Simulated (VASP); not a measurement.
# Ni (P6_3/mmc) in VASP: further runs

Aim: see how the results for Ni move with the level of theory and the settings. Levels: PBEsol, LDA, PBE, PBE+D3(BJ). Tasks: relaxation of cell and atoms.

Program: VASP 6.6.1. These are calculated values, not measurements. Logs are shortened: lines on timing, memory, paths and dates and some standing lists are left out, and cuts for length are marked.

## (1) The crystal as given

The structure is hexagonal, space group P6_3/mmc (No. 194). Conventional cell: a = 2.489 Å, b = 2.489 Å, c = 4.064 Å, α = 90.00°, β = 90.00°, γ = 120.00°. Around Ni (site symmetry -6m2) lie 12 Ni at 2.49 Å.

This isn't the form of Ni at room conditions, which is fcc.

## (2) Relaxation of cell and atoms, PBEsol, collinear spin, ferromagnetic start

The input, INCAR:

```
PREC = Accurate
ENCUT = 600
EDIFF = 1E-7
ISMEAR = 0
SIGMA = 0.1
LREAL = False
LASPH = True
NELM = 100
ALGO = Normal
ISIF = 3
LWAVE = False
LCHARG = False
ISPIN = 2
MAGMOM = 1 1
LORBIT = 11
LMAXMIX = 4
GGA = PS
IBRION = 2
NSW = 90
EDIFFG = -0.005
```

The input, KPOINTS:

```
Automatic mesh
0
Gamma
  21 21 10
```

The input, POSCAR:

```
Ni
1.0
    2.4887455600      0.0000000000      0.0000000000
   -1.2443727800      2.1553168800      0.0000000000
    0.0000000000      0.0000000000      4.0641215000
Ni
2
Direct
    0.3333333300      0.6666666700      0.2500000000
    0.6666666700      0.3333333300      0.7500000000
```

Potentials or basis: VASP PAW PBE potentials, release 64 (Ni).

The run is started by

```bash
$ cat potpaw_PBE.64/Ni/POTCAR > POTCAR
$ mpirun -np 1 vasp_std > vasp.out
```

OUTCAR:

```text
PREC = Accurate
   ENCUT = 600
   EDIFF = 1E-7
   ISMEAR = 0
   LREAL = False
   LASPH = True
   NELM = 100
   ISIF = 3
   ISPIN = 2
   LORBIT = 11
   GGA = PS
   IBRION = 2
   NSW = 90
   EDIFFG = -0.005

 ion  position               nearest neighbor table
   1  0.333  0.667  0.250-   2 2.49   2 2.49   2 2.49   2 2.49   2 2.49   2 2.49
   2  0.667  0.333  0.750-   1 2.49   1 2.49   1 2.49   1 2.49   1 2.49   1 2.49

  LATTYP: Found a hexagonal cell.
 ALAT       =     2.4887455600
 C/A-ratio  =     1.6330000002

  Lattice vectors:

 A1 = (   2.4887455600,   0.0000000000,   0.0000000000)
 A2 = (  -1.2443727800,   2.1553168800,   0.0000000000)
 A3 = (   0.0000000000,   0.0000000000,   4.0641215000)

Analysis of symmetry for initial positions (statically):
=====================================================================
 Subroutine PRICEL returns:
 Original cell was already a primitive cell.

 Routine SETGRP: Setting up the symmetry group for a
 hexagonal supercell.

 Subroutine GETGRP returns: Found 24 space group operations
 (whereof 12 operations were pure point group operations)
 out of a pool of 24 trial point group operations.

The static configuration has the point symmetry D_3d.
 The point group associated with its full space group is D_6h.

Analysis of symmetry for dynamics (positions and initial velocities):
=====================================================================
 Subroutine PRICEL returns:
 Original cell was already a primitive cell.

 Routine SETGRP: Setting up the symmetry group for a
 hexagonal supercell.

 Subroutine GETGRP returns: Found 24 space group operations
 (whereof 12 operations were pure point group operations)
 out of a pool of 24 trial point group operations.

The dynamic configuration has the point symmetry D_3d.
 The point group associated with its full space group is D_6h.

Analysis of structural, dynamic, and magnetic symmetry:
=====================================================================
 Subroutine PRICEL returns:
 Original cell was already a primitive cell.

 Routine SETGRP: Setting up the symmetry group for a
 hexagonal supercell.

 Subroutine GETGRP returns: Found 24 space group operations
 (whereof 12 operations were pure point group operations)
 out of a pool of 24 trial point group operations.

The overall configuration has the point symmetry D_3d.
 The point group associated with its full space group is D_6h.

 Subroutine INISYM returns: Found 24 space group operations
 (whereof 12 operations are pure point group operations),
 and found     1 'primitive' translations

----------------------------------------------------------------------------------------

                                     Primitive cell

  volume of cell :      21.8001

  direct lattice vectors                    reciprocal lattice vectors
     2.488745560  0.000000000  0.000000000     0.401808853  0.231984450  0.000000000
    -1.244372780  2.155316880  0.000000000     0.000000000  0.463968899  0.000000000
     0.000000000  0.000000000  4.064121500     0.000000000  0.000000000  0.246055636

  length of vectors
     2.488745560  2.488745561  4.064121500     0.463968899  0.463968899  0.246055636

  position of ions in fractional coordinates (direct lattice)
     0.333333330  0.666666670  0.250000000
     0.666666670  0.333333330  0.750000000

  ion indices of the primitive-cell ions
   primitive index   ion index
                 1           1
                 2           2

----------------------------------------------------------------------------------------

 KPOINTS: Automatic mesh

Automatic generation of k-mesh.
 Grid dimensions read from file:
 generate k-points for:   21   21   10

 Generating k-lattice:

[... 44 lines left out ...]
   number of dos      NEDOS =    301   number of ions     NIONS =      2
   total plane-waves  NPLWV =  12800
   dimension x,y,z NGX =    20 NGY =   20 NGZ =   32
   dimension x,y,z NGXF=    40 NGYF=   40 NGZF=   64
   ions per type =               2
   NGX,Y,Z   is equivalent  to a cutoff of  13.36, 13.36, 13.09 a.u.
   NGXF,Y,Z  is equivalent  to a cutoff of  26.72, 26.72, 26.18 a.u.
 SYSTEM =  unknown system
   PREC   = accura    normal or accurate (medium, high low for compatibility)
   ISTART =      0    job   : 0-new  1-cont  2-samecut
   ICHARG =      2    charge: 1-file 2-atom 10-const
   ISPIN  =      2    spin polarized calculation?
   LNONCOLLINEAR =      F non collinear calculations
   LSORBIT =      F    spin-orbit coupling
   LASPH  =      T    aspherical Exc in radial PAW
   ENCUT  =  600.0 eV  44.10 Ry    6.64 a.u.   4.97  4.97  8.12*2*pi/ulx,y,z
   NELM   =    100;   NELMIN=  2; NELMDL= -5     # of ELM steps
   EDIFF  = 0.1E-06   stopping-criterion for ELM
   LREAL  =      F    real-space projection
   EDIFFG = -.5E-02   stopping-criterion for IOM
   NSW    =     90    number of steps for IOM
   IBRION =      2    ionic relax: 0-MD 1-quasi-New 2-CG
   NFREE  =      1    steps in history (QN), initial steepest desc. (CG)
   ISIF   =      3    stress and relaxation
   ISYM   =      2    0-nonsym 1-usesym 2-fastsym
   POTIM  = 0.5000    time-step for ionic-motion
   TEBEG  =    0.0;   TEEND  =   0.0 temperature during run
   PSTRESS=    0.0 pullay stress
   NELECT =      20.0000    total number of electrons
   NUPDOWN=      -1.0000    fix difference up-down
   EMIN   =  10.00;   EMAX   =-10.00  energy-range for DOS
   EFERMI =   0.00;   METHOD = LEGACY
   ISMEAR =     0;   SIGMA  =   0.10  broadening in eV -4-tet -1-fermi 0-gaus
   EFERMI_NEDOS =   21; number of points for ismear=-14 and -15
   IALGO  =     38    algorithm
   IMIX   =      4    mixing-type and parameters
     AMIX     =   0.40;   BMIX     =  1.00
     AMIX_MAG =   1.60;   BMIX_MAG =  1.00
  volume/ion in A,a.u.               =      10.90        73.56
  Fermi-wavevector in a.u.,A,eV,Ry     =   1.590738  3.006059 34.428838  2.530448
  Thomas-Fermi vector in A             =   2.689387
   LORBIT       =     11    0 simple, 1 ext, 2 COOP (PROOUT), +10 PAW based schemes
   GGA     = PS    functional components
   LHFCALC =     F    Hartree Fock is set to
   AEXX    =    0.0000 exact exchange contribution
   IVDW    =     0    specifies the selected vdW correction
   LEPSILON=     F    determine dielectric tensor
   LRPA    =     F    only Hartree local field effects (RPA)
 conjugate gradient relaxation of ions
 spin polarized calculation
 Gauss-broadening in eV      SIGMA  =   0.10
  energy-cutoff  :      600.00
  volume of cell :       21.80
 maximum number of plane-waves:       756
 NGX is ok and might be reduce to    20
   NGX =  9   NGY =  9   NGZ = 17

--------------------------------------- Ionic step        1  -------------------------------------------

 number of electron      20.0000004 magnetization       1.2837971

 Free energy of the ion-electron system (eV)
  ---------------------------------------------------
  ext. energy  EPLUGINS =         0.00000000
  ---------------------------------------------------
  free energy    TOTEN  =       -12.19727718 eV

  energy without entropy =      -12.17427659  energy(sigma->0) =      -12.18577689

------------------------ aborting loop because EDIFF is reached ----------------------------------------

  FORCE on cell =-STRESS in cart. coord.  units (eV):
  Direction    XX          YY          ZZ          XY          YZ          ZX
  --------------------------------------------------------------------------------------
  -------------------------------------------------------------------------------------
  Total       -1.3150461     -1.3150461     -1.1709282      0.0000000     -0.0000000      0.0000000
  in kB      -96.6480832    -96.6480833    -86.0562746      0.0000000     -0.0000000      0.0000000
  external PRESSURE =     -93.1174804 kB  Pullay stress =       0.0000000 kB
[... 23 lines left out ...]
--------------------------------------- Ionic step        2  -------------------------------------------

 number of electron      20.0000002 magnetization       1.2005952

 E-fermi :  10.5650     XC(G=0): -13.9849

 val. band max:       10.5641458751   @ k =   0.4286   0.1429   0.0000
 cond. band min:      10.5654706507   @ k =   0.2857   0.1429   0.1000
 fundamental gap:      0.0013247756
 Fermi energy:        10.5649985293

 spin component 1

 k-point     1 :       0.0000    0.0000    0.0000
  band No.  band energies     occupation
      1       0.8224      1.00000
      2       5.1807      1.00000
      3       7.8947      1.00000
      4       7.9957      1.00000
      5       7.9957      1.00000
      6       8.3074      1.00000
      7       8.3074      1.00000
      8       8.7706      1.00000
      9       8.7706      1.00000
     10       9.8573      1.00000
     11       9.8573      1.00000
     12       9.9853      1.00000
[... 918 lines left out ...]
  FREE ENERGIE OF THE ION-ELECTRON SYSTEM (eV)
  ---------------------------------------------------
  free  energy   TOTEN  =       -12.2276275824 eV

  energy  without entropy=      -12.2056150755  energy(sigma->0) =      -12.21662133

[... ionic steps 4 to 8 ...]

--------------------------------------- Ionic step        9  -------------------------------------------

 number of electron      19.9999989 magnetization       1.2385000

------------------------ aborting loop because EDIFF is reached ----------------------------------------
[... 67 lines left out ...]
--------------------------------------- Ionic step       11  -------------------------------------------

 number of electron      19.9999989 magnetization       1.2390755

 Free energy of the ion-electron system (eV)
  ---------------------------------------------------
  ext. energy  EPLUGINS =         0.00000000
  ---------------------------------------------------
  free energy    TOTEN  =       -12.22782514 eV

  energy without entropy =      -12.20597281  energy(sigma->0) =      -12.21689897

 E-fermi :   9.8604     XC(G=0): -13.7023

 val. band max:        9.8600266476   @ k =   0.0476   0.0000   0.3000
 cond. band min:       9.8608008380   @ k =   0.0476   0.0000   0.0000
 fundamental gap:      0.0007741904
 Fermi energy:         9.8604187890

 spin component 1

 k-point     1 :       0.0000    0.0000    0.0000
  band No.  band energies     occupation
      1       0.4565      1.00000
      2       4.7425      1.00000
      3       7.2987      1.00000
      4       7.4071      1.00000
      5       7.4071      1.00000
      6       7.6928      1.00000
      7       7.6929      1.00000
      8       8.1393      1.00000
      9       8.1393      1.00000
     10       9.1426      1.00000
     11       9.1426      1.00000
     12       9.3451      1.00000
[... 882 lines left out ...]
  FREE ENERGIE OF THE ION-ELECTRON SYSTEM (eV)
  ---------------------------------------------------
  free  energy   TOTEN  =       -12.2278251404 eV

  energy  without entropy=      -12.2059728089  energy(sigma->0) =      -12.21689897

 reached required accuracy - stopping structural energy minimisation

 total charge

# of ion       s       p       d       tot
------------------------------------------
    1        0.519   0.543   8.335   9.398
    2        0.519   0.543   8.335   9.398
--------------------------------------------------
tot          1.038   1.087  16.671  18.796

 magnetization (x)

# of ion       s       p       d       tot
------------------------------------------
    1       -0.005  -0.024   0.653   0.625
    2       -0.005  -0.024   0.653   0.625
--------------------------------------------------
tot         -0.010  -0.047   1.307   1.250
```

Run time: 11 min. Hardware: 1 thread of Intel Xeon Platinum 8488C (Sapphire Rapids), shared host; peak memory 0.3 GiB.

What came out:

- Free energy: -12.2278 eV
- Relaxed volume: 10.40 Å³/atom
- Relaxed cell: a = 2.445 Å, b = 2.445 Å, c = 4.018 Å, α = 90.00°, β = 90.00°, γ = 120.00°
- Space group after relaxing (to 0.05 Å): P6_3/mmc (No. 194)
- Energy gained by relaxing: 15.3 meV/atom
- Ionic steps: 11
- Pressure after relaxing: 0.0 GPa
- Band gap on the k mesh: none (metal or under the smearing width)
- Net moment: 1.24 μB per cell
- Site moments: Ni +0.62 μB
- Valence electrons inside the program's atomic spheres: Ni 9.40

The path:
```csv
step,energy change (eV),largest force (eV/Å),pressure (GPa),volume (Å³)
1,0.0000,0.0000,-9.31,21.80
2,0.0025,0.0000,11.72,19.86
3,-0.0304,0.0000,-0.07,20.81
4,-0.0303,0.0000,0.16,20.79
5,-0.0305,0.0000,0.16,20.79
6,-0.0305,0.0000,0.15,20.79
7,-0.0305,0.0000,0.15,20.79
8,-0.0305,0.0000,0.15,20.79
9,-0.0305,0.0000,0.15,20.79
10,-0.0305,0.0000,-0.15,20.82
11,-0.0305,0.0000,0.01,20.81
```

Final structure:
```
Ni
1.0
     2.44538    0.00000    0.00000
    -1.22269    2.11776    0.00000
     0.00000    0.00000    4.01758
Ni
2
Direct
  0.33333 0.66667 0.25000
  0.66667 0.33333 0.75000
```

Levels at points of the mesh, in eV from the Fermi level:
Spin up:
| k point | band 7 | band 8 | band 9 | band 10 | band 11 | band 12 | band 13 | band 14 | band 15 |
| --- | --- | --- | --- | --- | --- | --- | --- | --- | --- |
| (0.00, 0.00, 0.00) | -2.17 | -1.72 | -1.72 | -0.72 | -0.72 | -0.52 | 5.87 | 22.99 | 25.23 |
| (0.00, 0.00, 0.50) | -2.50 | -2.50 | -1.02 | -1.02 | -1.02 | -1.02 | 14.67 | 14.67 | 23.73 |
Spin down:
| k point | band 7 | band 8 | band 9 | band 10 | band 11 | band 12 |
| --- | --- | --- | --- | --- | --- | --- |
| (0.00, 0.00, 0.00) | -1.50 | -1.05 | -1.05 | -0.54 | -0.01 | -0.01 |
| (0.00, 0.00, 0.50) | -1.85 | -1.85 | -0.32 | -0.32 | -0.32 | -0.32 |

Caveat: the PAW data sets were made with another functional, which shifts forces and pressure a little.

## (3) Relaxation of cell and atoms, LDA, collinear spin, ferromagnetic start

INCAR: that of step 2 with these lines changed.

```diff
@@ -16,3 +16,3 @@
 LMAXMIX = 4
-GGA = PS
+GGA = CA
 IBRION = 2
```

KPOINTS is that of step 2.

POSCAR is that of step 2.

Potentials or basis: VASP PAW LDA potentials, release 64 (Ni).

The run is started by

```bash
$ cat potpaw_LDA.64/Ni/POTCAR > POTCAR
$ mpirun -np 1 vasp_std > vasp.out
```

Run time: 10 min. Hardware: 1 thread of Intel Xeon Platinum 8488C (Sapphire Rapids), shared host; peak memory 0.29 GiB.

Results (log left out):

```
Free energy                                           : -13.1180 eV
Relaxed volume                                        : 10.05 Å³/atom
Relaxed cell                                          : a = 2.417 Å, b = 2.417 Å, c = 3.973 Å, α = 90.00°, β = 90.00°, γ = 120.00°
Space group after relaxing (to 0.05 Å)                : P6_3/mmc (No. 194)
Energy gained by relaxing                             : 48.5 meV/atom
Ionic steps                                           : 12
Pressure after relaxing                               : 0.0 GPa
Band gap on the k mesh                                : none (metal or under the smearing width)
Net moment                                            : 1.14 μB per cell
Site moments                                          : Ni +0.57 μB
Valence electrons inside the program's atomic spheres : Ni 9.47
```

Step by step:
```csv
step,energy change (eV),largest force (eV/Å),pressure (GPa),volume (Å³)
1,0.0000,0.0000,-16.72,21.80
2,0.0354,0.0000,27.42,18.40
3,-0.0967,0.0000,-0.36,20.12
4,-0.0967,0.0000,0.09,20.09
5,-0.0969,0.0000,0.06,20.09
6,-0.0970,0.0000,0.06,20.09
7,-0.0970,0.0000,0.07,20.09
8,-0.0970,0.0000,0.07,20.09
9,-0.0970,0.0000,0.07,20.09
10,-0.0970,0.0000,0.07,20.09
11,-0.0970,0.0000,-0.08,20.10
12,-0.0970,0.0000,0.00,20.09
```

Final structure:
```
CELL_PARAMETERS angstrom
2.41653 0.00000 0.00000
-1.20826 2.09277 0.00000
0.00000 0.00000 3.97317
ATOMIC_POSITIONS crystal
Ni 0.33333 0.66667 0.25000
Ni 0.66667 0.33333 0.75000
```

Levels at points of the mesh, in eV from the Fermi level:
Spin up:
```tsv
k point	band 7	band 8	band 9	band 10	band 11	band 12	band 13	band 14	band 15
(0.00, 0.00, 0.00)	-2.16	-1.69	-1.69	-0.62	-0.62	-0.50	6.20	23.41	25.85
(0.00, 0.00, 0.50)	-2.51	-2.51	-0.94	-0.94	-0.94	-0.94	15.09	15.09	24.14
```
Spin down:
```csv
k point,band 7,band 8,band 9,band 10,band 11,band 12
"(0.00, 0.00, 0.00)",-1.60,-1.12,-1.12,-0.46,-0.02,-0.02
"(0.00, 0.00, 0.50)",-1.96,-1.96,-0.35,-0.35,-0.35,-0.35
```

## (4) Relaxation of cell and atoms, PBE, collinear spin, ferromagnetic start

INCAR: that of step 3 with these lines changed.

```diff
@@ -16,3 +16,3 @@
 LMAXMIX = 4
-GGA = CA
+GGA = PE
 IBRION = 2
```

KPOINTS is that of step 3.

POSCAR is that of step 3.

Potentials or basis: VASP PAW PBE potentials, release 64 (Ni).

The run is started by

```bash
$ cat potpaw_PBE.64/Ni/POTCAR > POTCAR
$ mpirun -np 1 vasp_std > vasp.out
```

Wall time 5.5 min (1 thread of Intel Xeon Platinum 8488C (Sapphire Rapids), shared host); peak memory 0.29 GiB.

Results (log left out):

| Item | Value |
| --- | --- |
| Free energy | -10.8972 eV |
| Relaxed volume | 10.92 Å³/atom |
| Relaxed cell | a = 2.485 Å, b = 2.485 Å, c = 4.083 Å, α = 90.00°, β = 90.00°, γ = 120.00° |
| Space group after relaxing (to 0.05 Å) | P6_3/mmc (No. 194) |
| Energy gained by relaxing | 0.2 meV/atom |
| Ionic steps | 5 |
| Pressure after relaxing | 0.0 GPa |
| Band gap on the k mesh | none (metal or under the smearing width) |
| Net moment | 1.28 μB per cell |
| Site moments | Ni +0.65 μB |
| Valence electrons inside the program's atomic spheres | Ni 9.30 |

The path:
```csv
step,energy change (eV),largest force (eV/Å),pressure (GPa),volume (Å³)
1,0.0000,0.0000,0.30,21.80
2,-0.0003,0.0000,-0.28,21.86
3,-0.0003,0.0000,-0.32,21.87
4,-0.0004,0.0000,0.13,21.82
5,-0.0004,0.0000,0.01,21.83
```

Final structure:
```
CELL_PARAMETERS angstrom
2.48490 0.00000 0.00000
-1.24245 2.15198 0.00000
0.00000 0.00000 4.08266
ATOMIC_POSITIONS crystal
Ni 0.33333 0.66667 0.25000
Ni 0.66667 0.33333 0.75000
```

Levels at points of the mesh, in eV from the Fermi level:
Spin up:
```tsv
k point	band 7	band 8	band 9	band 10	band 11	band 12	band 13	band 14	band 15
(0.00, 0.00, 0.00)	-2.08	-1.66	-1.66	-0.74	-0.74	-0.37	5.54	22.60	24.44
(0.00, 0.00, 0.50)	-2.38	-2.38	-1.02	-1.02	-1.02	-1.02	14.21	14.21	23.32
```
Spin down:
```
           k point  band 5  band 6  band 7  band 8  band 9  band 10  band 11  band 12  band 13  band 14
(0.00, 0.00, 0.00)   -1.66   -1.38   -1.38   -0.98   -0.98    -0.43    -0.01    -0.01     5.95    22.46
(0.00, 0.00, 0.50)   -1.71   -1.71   -1.71   -1.71   -0.30    -0.30    -0.30    -0.30    14.35    14.35
```

[end of part 1 of 2]
